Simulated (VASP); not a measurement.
# Se (P3_121) in VASP: a series of runs

Runs on Se. Level: HSE06. Tasks: single point.

Program: VASP 6.6.1. These are calculated values, not measurements. Logs are shortened: lines on timing, memory, paths and dates and some standing lists are left out, and cuts for length are marked.

**1. The crystal as given**

Symmetry: P3_121, No. 152, trigonal system. Conventional cell: a = 4.366 Å, b = 4.366 Å, c = 4.954 Å, α = 90.00°, β = 90.00°, γ = 120.00°. Around Se (site symmetry 2) lie 2 Se at 2.37 Å.

**2. Single point, HSE06**

POSCAR reads:

```
Se
1.0
    4.3662000000      0.0000000000      0.0000000000
   -2.1831000000      3.7812401180      0.0000000000
    0.0000000000      0.0000000000      4.9536000000
Se
3
Direct
    0.7746000000      0.7746000000      0.0000000000
    0.0000000000      0.2254000000      0.6666666667
    0.2254000000      0.0000000000      0.3333333333
```

INCAR.step1 reads:

```
ALGO = Normal
EDIFF = 1E-5
ENCUT = 460
GGA = PE
ISIF = 2
ISMEAR = 0
LASPH = True
LCHARG = False
LREAL = False
LWAVE = True
NBANDS = 17
NELM = 100
NKRED = 1
PREC = Accurate
SIGMA = 0.01
```

INCAR.step2 reads:

```
ALGO = Normal
EDIFF = 1E-6
ENCUT = 460
GGA = PE
HFSCREEN = 0.2
ISIF = 2
ISMEAR = 0
ISTART = 1
LASPH = True
LCHARG = False
LHFCALC = True
LREAL = False
LWAVE = False
NBANDS = 17
NELM = 100
NKRED = 1
PREC = Accurate
PRECFOCK = Fast
SIGMA = 0.01
```

KPOINTS reads:

```
k-points
0
Gamma
  4 4 4
```

Potentials or basis: VASP PAW PBE potentials, release 64 (Se).

Command:

```bash
cat potpaw_PBE.64/Se/POTCAR > POTCAR
cp INCAR.step1 INCAR
mpirun -np 1 vasp_std > vasp.out
cp INCAR.step2 INCAR
mpirun -np 1 vasp_std > vasp.out
```

OUTCAR:

```text
EDIFF = 1E-6
   ENCUT = 460
   GGA = PE
   HFSCREEN = 0.2
   ISIF = 2
   ISMEAR = 0
   ISTART = 1
   LASPH = True
   LHFCALC = True
   LREAL = False
   NELM = 100
   NKRED = 1
   PREC = Accurate
   PRECFOCK = Fast

 Found     13 irreducible k-points:

 Following reciprocal coordinates:
            Coordinates               Weight
  0.000000  0.000000  0.000000      1.000000
  0.250000  0.000000  0.000000      6.000000
  0.500000  0.000000  0.000000      3.000000
  0.250000  0.250000  0.000000      6.000000
  0.000000  0.000000  0.250000      2.000000
  0.250000  0.000000  0.250000      6.000000
   k-points           NKPTS =     13   k-points in BZ     NKDIM =     64   number of bands    NBANDS=     17
   number of dos      NEDOS =    301   number of ions     NIONS =      3
   total plane-waves  NPLWV =  36864
   dimension x,y,z NGX =    32 NGY =   32 NGZ =   36
   dimension x,y,z NGXF=    64 NGYF=   64 NGZF=   72
   ions per type =               3
   NGX,Y,Z   is equivalent  to a cutoff of  12.18, 12.18, 12.08 a.u.
   NGXF,Y,Z  is equivalent  to a cutoff of  24.37, 24.37, 24.16 a.u.
 SYSTEM =  unknown system
   PREC   = accura    normal or accurate (medium, high low for compatibility)
   ISTART =      1    job   : 0-new  1-cont  2-samecut
   ICHARG =      0    charge: 1-file 2-atom 10-const
   ISPIN  =      1    spin polarized calculation?
   LNONCOLLINEAR =      F non collinear calculations
   LSORBIT =      F    spin-orbit coupling
   LASPH  =      T    aspherical Exc in radial PAW
   ENCUT  =  460.0 eV  33.81 Ry    5.81 a.u.   7.64  7.64  8.66*2*pi/ulx,y,z
   NELM   =    100;   NELMIN=  2; NELMDL=  0     # of ELM steps
   EDIFF  = 0.1E-05   stopping-criterion for ELM
   LREAL  =      F    real-space projection
   EDIFFG = 0.1E-04   stopping-criterion for IOM
   NSW    =      0    number of steps for IOM
   IBRION =     -1    ionic relax: 0-MD 1-quasi-New 2-CG
   NFREE  =      0    steps in history (QN), initial steepest desc. (CG)
   ISIF   =      2    stress and relaxation
   ISYM   =      3    0-nonsym 1-usesym 2-fastsym
   POTIM  = 0.5000    time-step for ionic-motion
   TEBEG  =    0.0;   TEEND  =   0.0 temperature during run
   PSTRESS=    0.0 pullay stress
   NELECT =      18.0000    total number of electrons
   NUPDOWN=      -1.0000    fix difference up-down
   EMIN   =  10.00;   EMAX   =-10.00  energy-range for DOS
   EFERMI =   0.00;   METHOD = LEGACY
   ISMEAR =     0;   SIGMA  =   0.01  broadening in eV -4-tet -1-fermi 0-gaus
   EFERMI_NEDOS =   21; number of points for ismear=-14 and -15
   IALGO  =     38    algorithm
   IMIX   =      1    mixing-type and parameters
     AMIX     =   0.40;   BMIX     =  1.00
     AMIX_MAG =   1.60;   BMIX_MAG =  1.00
  volume/ion in A,a.u.               =      27.26       183.96
  Fermi-wavevector in a.u.,A,eV,Ry     =   0.988430  1.867862 13.292817  0.976995
  Thomas-Fermi vector in A             =   2.119956
   LORBIT       =      0    0 simple, 1 ext, 2 COOP (PROOUT), +10 PAW based schemes
   GGA     = PE    functional components
   LHFCALC =     T    Hartree Fock is set to
   PRECFOCK=fast      Normal, Fast or Accurate (Low or Medium for compatibility)
   ENCUT4O =  -1.0   cutoff for four orbital integrals eV
   NKREDX  =     1    reduce k-point grid by
   NKREDY  =     1    reduce k-point grid by
   NKREDZ  =     1    reduce k-point grid by
   AEXX    =    0.2500 exact exchange contribution
   HFSCREEN=    0.2000 screening length (either q_TF or 0.3 A-1)
   HFSCREENC=   0.2000 screening length for correlation (either q_TF or 0.3 A-1)
   ENCUTFOCK=  -1.0 apply spherical cutoff to Coloumb kernel
   IVDW    =     0    specifies the selected vdW correction
   LEPSILON=     F    determine dielectric tensor
   LRPA    =     F    only Hartree local field effects (RPA)
 non-spin polarized calculation
 Gauss-broadening in eV      SIGMA  =   0.01
  energy-cutoff  :      460.00
  volume of cell :       81.78
 maximum number of plane-waves:      1847
 NGX is ok and might be reduce to    32
  NGX = 18; NGY = 18; NGZ = 20

 number of electron      18.0000003 magnetization

 Free energy of the ion-electron system (eV)
  ---------------------------------------------------
  ext. energy  EPLUGINS =         0.00000000
  ---------------------------------------------------
  free energy    TOTEN  =       -13.28868189 eV

  energy without entropy =      -13.28868189  energy(sigma->0) =      -13.28868189

 E-fermi :   2.2980     XC(G=0):  -7.3659

 val. band max:        2.1862627448   @ k =   0.5000   0.0000   0.5000
 cond. band min:       4.1471226929   @ k =   0.0000   0.0000   0.5000
 fundamental gap:      1.9608599481
 Fermi energy:         2.2979940993

 k-point     1 :       0.0000    0.0000    0.0000
  band No.  band energies     occupation
      1     -15.1876      2.00000
      2     -10.6073      2.00000
      3     -10.6073      2.00000
      4      -1.9090      2.00000
      5      -1.9090      2.00000
      6      -1.8837      2.00000
[... 9 lines left out ...]
     16      11.5405      0.00000
     17      11.8822      0.00000

 k-point     2 :       0.2500    0.0000    0.0000
  band No.  band energies     occupation
      1     -14.9428      2.00000
      2     -10.8447      2.00000
      3     -10.5813      2.00000
      4      -3.0991      2.00000
      5      -2.5100      2.00000
      6      -1.7462      2.00000
[... 9 lines left out ...]
     16      12.0024      0.00000
     17      12.2642      0.00000

 k-point     3 :       0.5000    0.0000    0.0000
  band No.  band energies     occupation
      1     -14.6480      2.00000
      2     -11.1696      2.00000
      3     -10.5535      2.00000
      4      -3.4391      2.00000
      5      -2.8942      2.00000
      6      -1.6318      2.00000
[... 9 lines left out ...]
     16      12.9553      0.00000
     17      13.6793      0.00000

 k-point     4 :       0.2500    0.2500    0.0000
  band No.  band energies     occupation
      1     -14.6528      2.00000
      2     -11.0091      2.00000
      3     -10.7247      2.00000
      4      -3.2789      2.00000
      5      -3.1213      2.00000
      6      -1.3418      2.00000
[... 9 lines left out ...]
     16      12.5476      0.00000
     17      13.6332      0.00000

 k-point     5 :       0.0000    0.0000    0.2500
  band No.  band energies     occupation
      1     -14.8609      2.00000
      2     -12.4201      2.00000
      3      -8.8879      2.00000
      4      -2.5913      2.00000
      5      -1.7197      2.00000
      6      -1.5759      2.00000
[... 9 lines left out ...]
     16      10.6289      0.00000
     17      11.6482      0.00000

 k-point     6 :       0.2500    0.0000    0.2500
  band No.  band energies     occupation
      1     -14.6291      2.00000
      2     -12.3172      2.00000
      3      -9.3315      2.00000
      4      -3.0887      2.00000
      5      -2.6271      2.00000
      6      -1.4868      2.00000
[... 9 lines left out ...]
     16      11.2325      0.00000
     17      12.3313      0.00000

 [... further k-points ...]

------------------------ aborting loop because EDIFF is reached ----------------------------------------

  FORCE on cell =-STRESS in cart. coord.  units (eV):
  Direction    XX          YY          ZZ          XY          YZ          ZX
  --------------------------------------------------------------------------------------
  -------------------------------------------------------------------------------------
  Total        0.3618941      0.3618941      0.0856301      0.0000000      0.0000000      0.0000000
  in kB        7.0897888      7.0897888      1.6775607      0.0000000      0.0000000      0.0000000
  external PRESSURE =       5.2857128 kB  Pullay stress =       0.0000000 kB

 VOLUME and BASIS-vectors are now :
 -----------------------------------------------------------------------------
  energy-cutoff  :      460.00
  volume of cell :       81.78
      direct lattice vectors                 reciprocal lattice vectors
     4.366200000  0.000000000  0.000000000     0.229032110  0.132231751  0.000000000
    -2.183100000  3.781240118  0.000000000     0.000000000  0.264463501  0.000000000
     0.000000000  0.000000000  4.953600000     0.000000000  0.000000000  0.201873385

 POSITION                                       TOTAL-FORCE (eV/Angst)
 -----------------------------------------------------------------------------------
      1.69103      2.92895      0.00000         0.094430      0.163557      0.000000
     -0.49207      0.85229      3.30240         0.094430     -0.163557     -0.000000
      0.98414      0.00000      1.65120        -0.188859      0.000000      0.000000
 -----------------------------------------------------------------------------------
    total drift:                               -0.000000     -0.000000      0.000000

  FREE ENERGIE OF THE ION-ELECTRON SYSTEM (eV)
  ---------------------------------------------------
  free  energy   TOTEN  =       -13.2886818853 eV

  energy  without entropy=      -13.2886818853  energy(sigma->0) =      -13.28868189
```

Wall time 11 min (1 thread of AMD EPYC 7R43 (Zen 3), shared host); peak memory 0.25 GiB.

These settings aren't checked as converged: the numbers below hold their error.

Results:

* Free energy: -13.2887 eV
* Pressure: 0.5 GPa
* Largest force: 0.189 eV/Å
* Band gap on the k mesh: 1.96 eV, indirect (least direct gap 2.41 eV)

Caveat: the PAW data sets were made with another functional, which shifts forces and pressure a little.

**3. Single point, HSE06**

POSCAR is that of step 2.

Changes to INCAR.step1 since step 2:

```diff
@@ -2,3 +2,3 @@
 EDIFF = 1E-5
-ENCUT = 460
+ENCUT = 400
 GGA = PE
```

Changes to INCAR.step2 since step 2:

```diff
@@ -1,4 +1,4 @@
 ALGO = Normal
-EDIFF = 1E-6
-ENCUT = 460
+EDIFF = 1E-4
+ENCUT = 400
 GGA = PE
```

KPOINTS reads:

```
k-points
0
Gamma
  5 5 4
```

Potentials or basis: VASP PAW PBE potentials, release 64 (Se).

Command:

```bash
cat potpaw_PBE.64/Se/POTCAR > POTCAR
cp INCAR.step1 INCAR
mpirun -np 1 vasp_std > vasp.out
cp INCAR.step2 INCAR
mpirun -np 1 vasp_std > vasp.out
```

It took 9.8 min on 1 thread of AMD EPYC 7R43 (Zen 3), shared host; peak memory 0.23 GiB.

The run converged, but some of its settings lie outside the range that counts as converged, so its numbers aren't taken as properties of the crystal.

What came out:

```yaml
Free_energy: -13.2878 eV
Pressure: 0.5 GPa
Largest_force: 0.185 eV/Å
Band_gap_on_the_k_mesh: 2.02 eV, indirect (least direct gap 2.12 eV)
```

Caveat: the PAW data sets were made with another functional, which shifts forces and pressure a little; an odd mesh through Γ misses points on the zone boundary, where band edges often lie.

**4. Single point, HSE06**

POSCAR is that of step 3.

INCAR.step1 reads:

```
  PREC = Accurate
  ENCUT = 400
  EDIFF = 1E-5
  ISMEAR = 0
  SIGMA = 0.01
  LREAL = False
  LASPH = True
  NELM = 100
  ALGO = Normal
  ISIF = 2
  LWAVE = True
  NKRED = 1
  NBANDS = 17
  GGA = PE
```

INCAR.step2 reads:

```
  PREC = Accurate
  ENCUT = 400
  EDIFF = 1E-6
  ISMEAR = 0
  SIGMA = 0.01
  LREAL = False
  LASPH = True
  NELM = 100
  ALGO = Normal
  ISIF = 2
  LWAVE = False
  LCHARG = False
  GGA = PE
  LHFCALC = True
  HFSCREEN = 0.2
  PRECFOCK = Fast
  NKRED = 1
  NBANDS = 17
  ISTART = 1
```

KPOINTS reads:

```
Automatic mesh
0
Gamma
  6 6 5
```

Command:

```bash
cat potpaw_PBE.64/Se/POTCAR > POTCAR
cp INCAR.step1 INCAR
mpirun -np 1 vasp_std > vasp.out
cp INCAR.step2 INCAR
mpirun -np 1 vasp_std > vasp.out
```

Wall time 10 min (1 thread of Intel Xeon 6975P-C (Granite Rapids), shared host); peak memory 0.29 GiB.

These settings aren't checked as converged: the numbers below hold their error.

What came out:

```yaml
Free_energy: -13.2889 eV
Pressure: 0.5 GPa
Largest_force: 0.192 eV/Å
Band_gap_on_the_k_mesh: 2.11 eV, indirect (least direct gap 2.32 eV)
```

Caveat: the PAW data sets were made with another functional, which shifts forces and pressure a little; an odd mesh through Γ misses points on the zone boundary, where band edges often lie.

**5. Single point, HSE06**

POSCAR is that of step 4.

Changes to INCAR.step1 since step 4:

```diff
@@ -1,3 +1,3 @@
   PREC = Accurate
-  ENCUT = 400
+  ENCUT = 340
   EDIFF = 1E-5
```

Changes to INCAR.step2 since step 4:

```diff
@@ -1,3 +1,3 @@
   PREC = Accurate
-  ENCUT = 400
+  ENCUT = 340
   EDIFF = 1E-6
```

KPOINTS reads:

```
Automatic mesh
0
Gamma
  3 3 3
```

Command:

```bash
cat potpaw_PBE.64/Se/POTCAR > POTCAR
cp INCAR.step1 INCAR
mpirun -np 1 vasp_std > vasp.out
cp INCAR.step2 INCAR
mpirun -np 1 vasp_std > vasp.out
```

It took 35 s on 1 thread of Intel Xeon 6975P-C (Granite Rapids), shared host; peak memory 0.25 GiB.

The run converged, but some of its settings lie outside the range that counts as converged, so its numbers aren't taken as properties of the crystal.

Results:

```
Free energy            : -13.2830 eV
Pressure               : 0.6 GPa
Largest force          : 0.215 eV/Å
Band gap on the k mesh : 2.35 eV, indirect (least direct gap 2.51 eV)
```

Caveat: the k mesh is coarse (spacing up to 0.55 Å⁻¹), so the values aren't converged, least of all with exact exchange; the PAW data sets were made with another functional, which shifts forces and pressure a little; an odd mesh through Γ misses points on the zone boundary, where band edges often lie.

**6. Single point, HSE06**

POSCAR is that of step 5.

Changes to INCAR.step1 since step 5:

```diff
@@ -1,3 +1,3 @@
   PREC = Accurate
-  ENCUT = 340
+  ENCUT = 400
   EDIFF = 1E-5
```

Changes to INCAR.step2 since step 5:

```diff
@@ -1,3 +1,3 @@
   PREC = Accurate
-  ENCUT = 340
+  ENCUT = 400
   EDIFF = 1E-6
```

KPOINTS reads:

```
Automatic mesh
0
Gamma
  4 4 3
```

Potentials or basis: VASP PAW PBE potentials, release 64 (Se).

Command:

```bash
cat potpaw_PBE.64/Se/POTCAR > POTCAR
cp INCAR.step1 INCAR
mpirun -np 1 vasp_std > vasp.out
cp INCAR.step2 INCAR
mpirun -np 1 vasp_std > vasp.out
```

Wall time 72 s (1 thread of Intel Xeon 6975P-C (Granite Rapids), shared host); peak memory 0.25 GiB.

These settings aren't checked as converged: the numbers below hold their error.

Results:

- Free energy: -13.2918 eV
- Pressure: 0.5 GPa
- Largest force: 0.211 eV/Å
- Band gap on the k mesh: 2.44 eV, indirect (least direct gap 2.82 eV)

Caveat: the k mesh is coarse (spacing up to 0.42 Å⁻¹), so the values aren't converged, least of all with exact exchange; the PAW data sets were made with another functional, which shifts forces and pressure a little; an odd mesh through Γ misses points on the zone boundary, where band edges often lie.

**7. The reference run**

An earlier run on the cell as given: functional PBEsol; potentials or basis VASP PAW PBE potentials, release 64 (Se); cutoff 520 eV; k mesh 7 × 7 × 6; occupations fermi-dirac, width 0.05 eV; no spin polarisation.

- Pressure: 0.4 GPa
- Largest force: 0.333 eV/Å
- Band gap on the k mesh: 1.14 eV, indirect (least direct gap 1.43 eV)
